## A squeezed bond that barely marks the energy

The row at −0.12 Å looks wrong. At that amplitude the shortest Si–Si contacts have closed from 2.53 to 2.36 Å, a squeeze of 7 %. Bonds resist compression more steeply than stretching, so such a squeeze ought to bend the energy curve visibly away from a parabola. Yet the energy is only 0.9 % more than four times its value at half the amplitude, where an exact parabola gives four times.

The 255 cm⁻¹ mode of TiSi2 (Fddd, 6-atom cell fixed at 14.18 Å³ an atom) frozen in at growing amplitude, by Ansatz 0.2.0 with PBE, scalar-relativistic plane-wave PAW, no spin polarisation, 420 eV cutoff, 14×14×14 k mesh and 0.15 eV Gaussian smearing. Energies are free energies relative to the undisturbed cell; force is minus the energy's slope in amplitude; pressure is positive in compression.

```csv
amplitude (Å of the largest displacement),energy change (meV a cell),force along mode (eV/Å),pressure (GPa)
-0.12,290.5,4.904,1.57
-0.06,72.0,2.406,0.39
0,0.0,0.000,-0.01
0.03,18.0,-1.198,0.09
0.075,112.6,-3.018,0.61
0.09,162.5,-3.636,0.88
0.105,221.8,-4.264,1.20
```

The pressure, in contrast, does react: it climbs to 1.57 GPa in a cell whose volume never changes. A symmetry of the motion explains the quiet energy, and the bond stiffening that this symmetry hides from the energy reappears in the pressure.

## Two signs, one curve

Call the amplitude $x$, the energy change $E$ and the force along the mode $F$. A symmetry operation of the undisturbed crystal turns the pattern with amplitude $x$ into the pattern with $-x$. The two distorted crystals are therefore the same crystal seen from another side, and the rows at −0.12 and −0.06 Å belong on one curve with the positive ones. The force changes sign with $x$ only because it always points back to the rest position.

This settles the shape of the curve near $x=0$. Terms in $x$ and $x^3$ would distinguish the two signs, so they are absent:

$$E = kx^2 + qx^4 + \dots,\qquad F = -2kx - 4qx^3 - \dots$$

In the limit of small amplitude only $k$ matters, and the crystal acts as a perfect spring. Since the force is restoring in every displaced row, the rest position is the bottom of a single well along this mode.

## Where the lopsidedness of the bond goes

Take first the limiting case of one isolated bond. Its energy has a strong cubic term, because pushing two atoms together costs more than pulling them equally far apart. For a typical covalent bond changed by 7 %, that term is very roughly some tens of per cent of the quadratic one. A motion that shortened all Si–Si contacts together would carry this lopsidedness straight into the total energy.

The present mode is the opposite limit. A contact that shortens at $-x$ must lengthen at $+x$, and the two crystals are equivalent, so each of them holds as many stretched contacts as squeezed ones. The short Si–Si contacts form zigzag chains, and the mode makes their links alternately short and long. At 0.12 Å the links measure 2.36 and 2.71 Å, the second value following from the first by geometry.

The extra cost of the short link is then offset, at third order, by the lower cost of the long one. What survives begins at fourth order, which is small at these amplitudes. The parabola therefore doesn't show that the individual bonds are harmonic. Symmetry pairs their third-order departures from harmonic behaviour, and the fourth-order remainder happens to be small here.

## The small hardening that remains

The curve does stiffen slightly. The restoring force divided by amplitude grows with the size of the amplitude in every displaced row. The two expansions above also predict how the stiffening should appear: relative to the quadratic law, the force should exceed it by twice as much as the energy does. From 0.06 to 0.12 Å the excesses are 1.9 % and 0.9 %, so a weak, positive fourth-order term describes both.

The forces on the single atoms, taken from the same calculation, show that this weakness hides a second cancellation. Between 0.03 and 0.12 Å the silicon share of the restoring force per amplitude rises by about 2.2 eV/Å², while the titanium share falls by about 1.2 eV/Å². The sum rises by only 0.9 eV/Å². The mode looks nearly harmonic partly because one kind of atom is held more tightly as the other is held more loosely.

Most of the silicon gain comes from the force along $z$, and the short Si–Si links run mostly in that direction. Repulsion in the squeezed links is thus a natural explanation. It isn't proved, because Ti–Si contacts also push on silicon along $z$, and a split of the force by atom is not a split by bond. Why titanium is held more loosely remains open; these data do not separate its bonds.

The third-order terms do leave a trace, only not along the mode. Silicon is free by symmetry to shift along $y$, a direction the pattern doesn't use. The force on it there changes by 0.030 eV/Å at 0.06 Å and by 0.124 eV/Å at 0.12 Å, roughly as $x^2$ and in the same direction for both signs of $x$. Letting silicon follow this force would lower the energy at fourth order and could offset a good part of the hardening, which therefore describes the rigid pattern only.

## Why the pressure does not cancel

Pressure asks a different question: how does the energy of the distortion change when the whole crystal is compressed? Compression shortens both kinds of link and makes both stiffer, since bonds stiffen as they shorten. Here the lopsidedness of the short and the long link acts in the same direction, and nothing pairs it away. A crystal whose distortion would cost less in a larger cell pushes outward on the cell that holds it.

A limiting case sharpens the argument. Suppose the stiffness $k$ did not depend on the volume $V$ at all. The calculated pressure is the response to a uniform scaling of all positions, so the displacement grows with the cell, as $V^{1/3}$. Expansion would then raise the distortion energy, and the crystal would pull inward. The calculated push is outward, so the softening of the bonds on expansion must more than outweigh this effect.

The Grüneisen parameter $\gamma$ measures that softening: it is the percentage by which the frequency falls when the volume grows by one per cent. The stiffness varies as the square of the frequency, which gives $2\gamma$, and the growing displacement takes away two thirds:

$$P_xV = \left(2\gamma-\tfrac{2}{3}\right)E,\qquad \gamma=\frac{P_xV}{2E}+\frac13 .$$

Here $P_x$ is the pressure less its value at rest.

## One estimate worked through

Take the row at −0.12 Å. The pressure rise is $1.57+0.01=1.58$ GPa, and the cell volume is $6\times14.18=85.1$ Å³. Their product, with 1 eV/Å³ equal to about 160 GPa, is 0.84 eV. The distortion energy is 0.2905 eV, so

$$\gamma\approx\frac{0.84}{2\times0.2905}+\frac13\approx1.8 .$$

If the crystal expands by 1 % in volume, this vibration should drop in frequency by about 1.8 %. The positive sign means that when heat excites this mode, it pushes the crystal outward and so favours thermal expansion. The value holds for an even expansion in all directions with the silicon atoms' other freedom to shift held fixed. A direct test would need the frequency at a second volume, which was not calculated here.

The formula contains no adjusted constant, and the row supplies the estimate instead of testing it. The other rows can't confirm it either: symmetry already makes both the pressure rise and the energy quadratic at small amplitude, so their proportionality shows only that higher-order terms are small. Doubling the amplitude from 0.06 to 0.12 Å multiplies the pressure rise by 3.95 and the energy by 4.04. The first factor suffers from the rounding of the tabulated pressures; the unrounded ones give 4.02, close to the factor for the energy. The printed output after these notes gives the ratios for the other rows.

## What the pressure column averages away

The row at rest has the only negative pressure, −0.01 GPa. This is no effect of the mode. It is the average of small leftover stresses along the three axes, between −0.21 and 0.27 GPa, which nearly cancel.

A larger stress is hidden in the displaced rows. The mode lowers the symmetry of the crystal, and the fixed cell answers with a shear stress in the $yz$ plane. This stress reverses with the sign of the amplitude, from −3.1 GPa at −0.12 Å to 2.3 GPa at 0.09 Å. Pressure, being the average of the three normal stresses, cannot show it.

The average also hides how uneven the outward push is. At −0.12 Å the normal stress rises by 3.77 GPa along $z$, by 0.76 GPa along $x$ and by 0.21 GPa along $y$. The short Si–Si links run mostly along $z$, which fits the picture of stiffening links. The frequency is therefore expected to respond far more to strain along $z$ than to strain along $y$, and the single $\gamma$ is an average over such directions.

Whether this matters depends on the use. For the vibration itself the fixed cell is the right choice, because the stress reverses every half period, far too fast for the crystal as a whole to shear in response. For a lasting distortion the cell would be free to lean over, and the energy would be lower than the table gives. By how much was not calculated.

## Reading another mode

The first question to ask of any mode is whether reversing it produces an equivalent crystal. If it does, squeezed and stretched bonds are paired, the energy has no cubic term, and the pressure grows as the square of a small amplitude. If it does not, as when all equivalent bonds shorten together, the lopsidedness of the single bond can appear directly in the energy curve. A nearly perfect parabola is therefore no proof of harmonic bonds: symmetry may have removed the cubic term, leaving only a small fourth-order one.

Printed output of the fit:

```
Ratios to the amplitude (0 at rest means undefined):
    row  energy/x² in eV/Å²  restoring force/x in eV/Å²  pressure rise/x² in GPa/Å²
  -0.12               20.17                       40.87                       109.7
  -0.06                  20                        40.1                       111.1
    0.0                   0                           0                           0
   0.03                  20                       39.93                       111.1
  0.075               20.02                       40.24                       110.2
   0.09               20.06                        40.4                       109.9
  0.105               20.12                       40.61                       109.8
Parts of restoring force/x in eV/Å² (0 at rest means undefined):
    row     Ti  Si along x  Si along z
  -0.12  21.56        9.32       9.988
  -0.06  22.53       9.002        8.57
    0.0      0           0           0
   0.03  22.78       8.921       8.222
  0.075  22.34       9.059       8.835
   0.09  22.12       9.131       9.158
  0.105  21.86       9.217       9.541
Energy at 0.12 Å over energy at 0.06 Å (parabola gives 4): 4.035
Force at 0.12 Å over force at 0.06 Å (parabola gives 2): 2.038
Excess of the energy ratio over 4, in percent: 0.8681
Excess of the force ratio over 2, in percent: 1.912
Energy at 0.12 Å above four times that at 0.06 Å, in meV a cell: 2.5
Change of total force/x from 0.03 to 0.12 Å, in eV/Å²: 0.9333
Change of the Ti part from 0.03 to 0.12 Å, in eV/Å²: -1.223
Change of the Si part along x from 0.03 to 0.12 Å, in eV/Å²: 0.3992
Change of the Si part along z from 0.03 to 0.12 Å, in eV/Å²: 1.766
Shortening of the shortest Si-Si contact at 0.12 Å, in percent: 6.946
Length of the stretched Si-Si contacts at 0.12 Å, in Å: 2.712
Shear stress at 0.12 Å over that at 0.06 Å: 2.083
Pressure rise at 0.12 Å over that at 0.06 Å: 3.95
Mode Grueneisen parameter from the row at -0.12 Å: 1.777
```
